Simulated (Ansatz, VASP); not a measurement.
## Two plane-wave programs on AlNi3

INCAR

```
  PREC = Accurate
  ENCUT = 520
  EDIFF = 1E-6
  ISMEAR = 0
  SIGMA = 0.1
  LREAL = False
  LASPH = True
  NELM = 60
  ALGO = Normal
  ISIF = 2
  LWAVE = False
  LCHARG = True
  GGA = PE
  LELF = True
  LVHAR = True
  NBANDS = 24
```

File KPOINTS:

```
regular mesh
0
Gamma
  14 14 14
```

Contents of POSCAR:

```
AlNi3
1.0
    0.0000000000      2.8917971787      2.8917971787
    2.8917971787      0.0000000000      2.8917971787
    2.8917971787      2.8917971787      0.0000000000
Al Ni
1 3
Direct
    0.5000000000      0.5000000000      0.5000000000
    0.2500000000      0.2500000000      0.2500000000
    0.0000000000      0.0000000000      0.0000000000
    0.7500000000      0.7500000000      0.7500000000
```

Input for Ansatz:

```yaml
crystal:
  lattice:
    - [0.0, 2.8917971787, 2.8917971787]
    - [2.8917971787, 0.0, 2.8917971787]
    - [2.8917971787, 2.8917971787, 0.0]
  atoms:
    - { symbol: Al, position: [0.5, 0.5, 0.5] }
    - { symbol: Ni, position: [0.25, 0.25, 0.25] }
    - { symbol: Ni, position: [0.0, 0.0, 0.0] }
    - { symbol: Ni, position: [0.75, 0.75, 0.75] }
basis:
  ecutwfc: 420
kpoints:
  mp_grid: { grid: [14, 14, 14] }
hamiltonian:
  xc: pbe
scf:
  occupations: { method: gaussian, width: 0.1 }
output:
  forces: true
  stress: true
  eigenvalues: true
```

Alike in both runs: task single point; functional PBE; k mesh 14 × 14 × 14; occupations gaussian, width 0.1 eV; no spin polarisation.

|  | VASP | Ansatz |
| --- | --- | --- |
| version | VASP 6.6.1 | Ansatz 0.2.0 |
| potentials or method | VASP PAW PBE potentials, release 64 (Al, Ni) | scalar-relativistic, plane waves, PAW |
| plane-wave cutoff (eV) | 520 | 420 |
| valence electrons in the cell | 33 | 57 |

VASP gave:

- gap on the k mesh at the Fermi level (eV): none
- pressure (GPa): -9.0

Task: Which values does Ansatz return?

Result: gap on the k mesh at the Fermi level (eV): none; pressure (GPa): -9.1.

A gap of «none» marks a metal or a gap that the smearing closes. The two sets of potentials don't hold the same shells in valence.

Spin polarisation is off, so any magnetic state and its effect on volume and gap are missing.
